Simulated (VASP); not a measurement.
# Si3C (P6/mmm) in VASP: settings compared, part 2 of 2

VASP 6.6.1. The steps go on from the part before.

## 3. Relaxation of cell and atoms, PBE+rVV10

The input, INCAR:

```
SYSTEM = Si3C
ALGO = Normal
BPARAM = 10.0
CPARAM = 0.0093
EDIFF = 1E-6
EDIFFG = -0.005
ENCUT = 600
GGA = PE
IBRION = 2
ISIF = 3
ISMEAR = -1
IVDW_NL = 2
LASPH = .TRUE.
LCHARG = .FALSE.
LREAL = .FALSE.
LUSE_VDW = .TRUE.
LWAVE = .FALSE.
NELM = 80
NSW = 60
PREC = Accurate
SIGMA = 0.05
```

The input, KPOINTS:

```
k-points
0
G
  5 5 8
  0 0 0
```

The input, POSCAR:

```
Si3C
1.0
    4.9148000000      0.0000000000      0.0000000000
   -2.4574000000      4.2563400000      0.0000000000
    0.0000000000      0.0000000000      2.4331100000
Si C
3 1
Direct
    0.5000000000      0.0000000000      0.5000000000
    0.0000000000      0.5000000000      0.5000000000
    0.5000000000      0.5000000000      0.5000000000
    0.0000000000      0.0000000000      0.5000000000
```

Potentials or basis: VASP PAW PBE potentials, release 64 (Si, C).

Launch:

```sh
cat potpaw_PBE.64/Si/POTCAR potpaw_PBE.64/C/POTCAR > POTCAR
mpirun -np 1 vasp_std > vasp.out
```

OUTCAR:

```text
SYSTEM = Si3C
   BPARAM = 10.0
   EDIFF = 1E-6
   EDIFFG = -0.005
   ENCUT = 600
   GGA = PE
   IBRION = 2
   ISIF = 3
   ISMEAR = -1
   IVDW_NL = 2
   LASPH = .TRUE.
   LREAL = .FALSE.
   NELM = 80
   NSW = 60
   PREC = Accurate

 ion  position               nearest neighbor table
   1  0.500  0.000  0.500-   2 2.46   3 2.46   3 2.46   2 2.46   4 2.46   4 2.46
   2  0.000  0.500  0.500-   1 2.46   4 2.46   4 2.46   1 2.46   3 2.46   3 2.46
   3  0.500  0.500  0.500-   1 2.46   4 2.46   1 2.46   4 2.46   2 2.46   2 2.46
   4  0.000  0.000  0.500-   2 2.46   3 2.46   2 2.46   3 2.46   1 2.46   1 2.46

  LATTYP: Found a hexagonal cell.
 ALAT       =     4.9148000000
 C/A-ratio  =     0.4950577847

  Lattice vectors:

 A1 = (   4.9148000000,   0.0000000000,   0.0000000000)
 A2 = (  -2.4574000000,   4.2563400000,   0.0000000000)
 A3 = (   0.0000000000,   0.0000000000,   2.4331100000)

Analysis of symmetry for initial positions (statically):
=====================================================================
 Subroutine PRICEL returns:
 Original cell was already a primitive cell.

 Routine SETGRP: Setting up the symmetry group for a
 hexagonal supercell.

 Subroutine GETGRP returns: Found 24 space group operations
 (whereof 24 operations were pure point group operations)
 out of a pool of 24 trial point group operations.

The static configuration has the point symmetry D_6h.

Analysis of symmetry for dynamics (positions and initial velocities):
=====================================================================
 Subroutine PRICEL returns:
 Original cell was already a primitive cell.

 Routine SETGRP: Setting up the symmetry group for a
 hexagonal supercell.

 Subroutine GETGRP returns: Found 24 space group operations
 (whereof 24 operations were pure point group operations)
 out of a pool of 24 trial point group operations.

The dynamic configuration has the point symmetry D_6h.

 Subroutine INISYM returns: Found 24 space group operations
 (whereof 24 operations are pure point group operations),
 and found     1 'primitive' translations

----------------------------------------------------------------------------------------

                                     Primitive cell

  volume of cell :      50.8984

  direct lattice vectors                    reciprocal lattice vectors
     4.914800000  0.000000000  0.000000000     0.203467079  0.117471819  0.000000000
    -2.457400000  4.256340000  0.000000000     0.000000000  0.234943637  0.000000000
     0.000000000  0.000000000  2.433110000     0.000000000  0.000000000  0.410996626

  length of vectors
     4.914800000  4.914798567  2.433110000     0.234943569  0.234943637  0.410996626

  position of ions in fractional coordinates (direct lattice)
     0.500000000  0.000000000  0.500000000
     0.000000000  0.500000000  0.500000000
     0.500000000  0.500000000  0.500000000
     0.000000000  0.000000000  0.500000000

  ion indices of the primitive-cell ions
   primitive index   ion index
                 1           1
                 2           2
                 3           3
                 4           4

----------------------------------------------------------------------------------------

 KPOINTS: k-points

[... 56 lines left out ...]
 SYSTEM =  Si3C
   PREC   = accura    normal or accurate (medium, high low for compatibility)
   ISTART =      0    job   : 0-new  1-cont  2-samecut
   ICHARG =      2    charge: 1-file 2-atom 10-const
   ISPIN  =      1    spin polarized calculation?
   LNONCOLLINEAR =      F non collinear calculations
   LSORBIT =      F    spin-orbit coupling
   LASPH  =      T    aspherical Exc in radial PAW
   ENCUT  =  600.0 eV  44.10 Ry    6.64 a.u.   9.82  9.82  4.86*2*pi/ulx,y,z
   NELM   =     80;   NELMIN=  2; NELMDL= -5     # of ELM steps
   EDIFF  = 0.1E-05   stopping-criterion for ELM
   LREAL  =      F    real-space projection
   EDIFFG = -.5E-02   stopping-criterion for IOM
   NSW    =     60    number of steps for IOM
   IBRION =      2    ionic relax: 0-MD 1-quasi-New 2-CG
   NFREE  =      1    steps in history (QN), initial steepest desc. (CG)
   ISIF   =      3    stress and relaxation
   ISYM   =      2    0-nonsym 1-usesym 2-fastsym
   POTIM  = 0.5000    time-step for ionic-motion
   TEBEG  =    0.0;   TEEND  =   0.0 temperature during run
   PSTRESS=    0.0 pullay stress
   NELECT =      16.0000    total number of electrons
   NUPDOWN=      -1.0000    fix difference up-down
   EMIN   =  10.00;   EMAX   =-10.00  energy-range for DOS
   EFERMI =   0.00;   METHOD = LEGACY
   ISMEAR =    -1;   SIGMA  =   0.05  broadening in eV -4-tet -1-fermi 0-gaus
   EFERMI_NEDOS =   21; number of points for ismear=-14 and -15
   IALGO  =     38    algorithm
   IMIX   =      4    mixing-type and parameters
     AMIX     =   0.40;   BMIX     =  1.00
     AMIX_MAG =   1.60;   BMIX_MAG =  1.00
  volume/ion in A,a.u.               =      12.72        85.87
  Fermi-wavevector in a.u.,A,eV,Ry     =   1.113132  2.103515 16.858488  1.239064
  Thomas-Fermi vector in A             =   2.249714
   LORBIT       =      0    0 simple, 1 ext, 2 COOP (PROOUT), +10 PAW based schemes
   GGA     = PE    functional components
   LHFCALC =     F    Hartree Fock is set to
   AEXX    =    0.0000 exact exchange contribution
   IVDW_NL    =     2    kernel type
   BPARAM     =10.0000
   IVDW    =     0    specifies the selected vdW correction
   LEPSILON=     F    determine dielectric tensor
   LRPA    =     F    only Hartree local field effects (RPA)
 conjugate gradient relaxation of ions
 non-spin polarized calculation
  energy-cutoff  :      600.00
  volume of cell :       50.90
 maximum number of plane-waves:      1714
 NGX is ok and might be reduce to    40
   NGX = 19   NGY = 19   NGZ =  9

--------------------------------------- Ionic step        1  -------------------------------------------

 number of electron      16.0000000 magnetization

 Free energy of the ion-electron system (eV)
  ---------------------------------------------------
  ext. energy  EPLUGINS =         0.00000000
  ---------------------------------------------------
  free energy    TOTEN  =       -20.38694652 eV

  energy without entropy =      -20.37215440  energy(sigma->0) =      -20.37955046

------------------------ aborting loop because EDIFF is reached ----------------------------------------

  FORCE on cell =-STRESS in cart. coord.  units (eV):
  Direction    XX          YY          ZZ          XY          YZ          ZX
  --------------------------------------------------------------------------------------
  -------------------------------------------------------------------------------------
  Total       -1.0586821     -1.0586812      0.9818834      0.0000000      0.0000000      0.0000000
  in kB      -33.3251589    -33.3251330     30.9076943      0.0000000      0.0000000      0.0000000
  external PRESSURE =     -11.9141992 kB  Pullay stress =       0.0000000 kB
[... 177 lines left out ...]
--------------------------------------- Ionic step        6  -------------------------------------------

 number of electron      16.0000001 magnetization

 Free energy of the ion-electron system (eV)
  ---------------------------------------------------
  ext. energy  EPLUGINS =         0.00000000
  ---------------------------------------------------
  free energy    TOTEN  =       -20.40692975 eV

  energy without entropy =      -20.39844479  energy(sigma->0) =      -20.40268727

 E-fermi :   9.2681     XC(G=0): -11.3509

 val. band max:        9.2446722766   @ k =   0.4000  -0.0000   0.0000
 cond. band min:       9.2726668533   @ k =   0.2000   0.2000   0.3750
 fundamental gap:      0.0279945768
 Fermi energy:         9.2681170144

 k-point     1 :       0.0000    0.0000    0.0000
  band No.  band energies     occupation
      1      -5.6182      2.00000
      2       0.5549      2.00000
      3       1.8336      2.00000
      4       2.5430      2.00000
      5       2.5430      2.00000
      6       2.7383      2.00000
      7       2.7383      2.00000
      8      13.2537      0.00000
      9      13.6691      0.00000
     10      13.6691      0.00000
     11      16.0657      0.00000
     12      17.4920      0.00000
[... 331 lines left out ...]
 k-point    24 :       0.2000    0.2000    0.5000
  band No.  band energies     occupation
      1      -0.6422      2.00000
      2       2.0778      2.00000
      3       2.6827      2.00000
      4       3.0696      2.00000
      5       5.4120      2.00000
      6       5.8540      2.00000
      7       6.4921      2.00000
      8       7.2854      2.00000
      9       8.4145      2.00000
     10      11.2259      0.00000
     11      12.2032      0.00000
     12      12.5367      0.00000

 [... further k-points ...]
[... 5 lines left out ...]
  --------------------------------------------------------------------------------------
  -------------------------------------------------------------------------------------
  Total       -0.0142040     -0.0142040      0.0035062      0.0000000      0.0000000      0.0000000
  in kB       -0.4521688     -0.4521685      0.1116172      0.0000000      0.0000000      0.0000000
  external PRESSURE =      -0.2642400 kB  Pullay stress =       0.0000000 kB
[... 19 lines left out ...]
  FREE ENERGIE OF THE ION-ELECTRON SYSTEM (eV)
  ---------------------------------------------------
  free  energy   TOTEN  =       -20.4069297492 eV

  energy  without entropy=      -20.3984447892  energy(sigma->0) =      -20.40268727

 reached required accuracy - stopping structural energy minimisation
```

OSZICAR:

```text
N       E                     dE             d eps       ncg     rms          rms(c)
DAV:   1     0.317954028710E+02    0.31795E+02   -0.75144E+03   600   0.131E+03
DAV:   2    -0.179654885596E+02   -0.49761E+02   -0.45936E+02   760   0.162E+02
DAV:   3    -0.204883517487E+02   -0.25229E+01   -0.23165E+01   816   0.321E+01
DAV:   4    -0.205363963150E+02   -0.48045E-01   -0.47758E-01   712   0.468E+00
[... 36 lines left out ...]
   5 F= -.20406926E+02 E0= -.20402673E+02  d E =-.148335E-04
       N       E                     dE             d eps       ncg     rms          rms(c)
DAV:   1    -0.204069313832E+02   -0.48326E-05   -0.82068E-05   652   0.650E-02    0.938E-03
DAV:   2    -0.204069301276E+02    0.12556E-05   -0.45104E-06   696   0.167E-02    0.434E-03
DAV:   3    -0.204069297492E+02    0.37846E-06   -0.82466E-07   324   0.769E-03
   6 F= -.20406930E+02 E0= -.20402687E+02  d E =-.181658E-04
```

CONTCAR:

```text
Si3C
   1.00000000000000
     4.8609073005756454    0.0000000000000000    0.0000000000000000
    -2.4304536502878227    4.2096676076633228   -0.0000000000000000
     0.0000000000000000    0.0000000000000000    2.4595450291607350
  Si              C
     3     1
Direct
     0.5000000000000000    0.0000000000000000    0.5000000000000000
     0.0000000000000000    0.5000000000000000    0.5000000000000000
     0.5000000000000000    0.5000000000000000    0.5000000000000000
     0.0000000000000000    0.0000000000000000    0.5000000000000000

  0.00000000E+00  0.00000000E+00  0.00000000E+00
  0.00000000E+00  0.00000000E+00  0.00000000E+00
  0.00000000E+00  0.00000000E+00  0.00000000E+00
  0.00000000E+00  0.00000000E+00  0.00000000E+00
```

It took 78 s on 1 thread of AMD EPYC 9R45 (Zen 5), shared host; peak memory 0.28 GiB.

Results:

```yaml
Free_energy: -20.4069 eV
Relaxed_volume: 12.58 Å³/atom
Relaxed_cell: a = 4.861 Å, b = 4.861 Å, c = 2.460 Å, α = 90.00°, β = 90.00°, γ = 120.00°
Space_group_after_relaxing_to_0.05_Å: P6/mmm (No. 191)
Energy_gained_by_relaxing: 5.0 meV/atom
Ionic_steps: 6
Pressure_after_relaxing: 0.0 GPa
Band_gap_on_the_k_mesh: none (metal or under the smearing width)
```

Step by step:
| step | energy change (eV) | largest force (eV/Å) | pressure (GPa) | volume (Å³) |
| --- | --- | --- | --- | --- |
| 1 | 0.0000 | 0.0000 | -1.19 | 50.90 |
| 2 | -0.0196 | 0.0000 | 0.35 | 50.19 |
| 3 | -0.0200 | 0.0000 | 0.14 | 50.27 |
| 4 | -0.0200 | 0.0000 | 0.10 | 50.28 |
| 5 | -0.0200 | 0.0000 | -0.06 | 50.35 |
| 6 | -0.0200 | 0.0000 | -0.03 | 50.33 |

Final structure:
```
Si C
1.0
     4.86091    0.00000    0.00000
    -2.43045    4.20967    0.00000
     0.00000    0.00000    2.45955
Si C
3 1
Direct
  0.50000 0.00000 0.50000
  0.00000 0.50000 0.50000
  0.50000 0.50000 0.50000
  0.00000 0.00000 0.50000
```

Caveat: pairwise dispersion overbinds metals, which lowers pressure and volume.

## 4. The reference run

An earlier run on the cell as given: functional PBE; potentials or basis VASP PAW PBE potentials, release 64 (Si, C); cutoff 520 eV; k mesh 6 × 6 × 11; occupations fermi-dirac, width 0.05 eV; no spin polarisation.

* Pressure: -0.3 GPa
* Band gap on the k mesh: none (metal or under the smearing width)

## 5. The runs side by side

| task | level | cell | k mesh | cutoff (eV) | gap on the mesh (eV) | pressure (GPa) | relaxed volume (Å³/atom) |
| --- | --- | --- | --- | --- | --- | --- | --- |
| relaxation of cell and atoms | PBE+dDsC | relaxed | 5 × 5 × 8 | 600 | none | 0.0 | 12.30 |
| relaxation of cell and atoms | PBE+rVV10 | relaxed | 5 × 5 × 8 | 600 | none | 0.0 | 12.58 |
| single point | PBE | as given | 6 × 6 × 11 | 520 | none | -0.3 | - |

Alike in all rows: potentials or basis VASP PAW PBE potentials, release 64 (Si, C); no spin polarisation; smearing fermi-dirac 0.05 eV.

Caveats: pairwise dispersion overbinds metals, which lowers pressure and volume (some runs).

Total energies depend on the potentials used, so only differences within one code and one set of settings carry meaning.
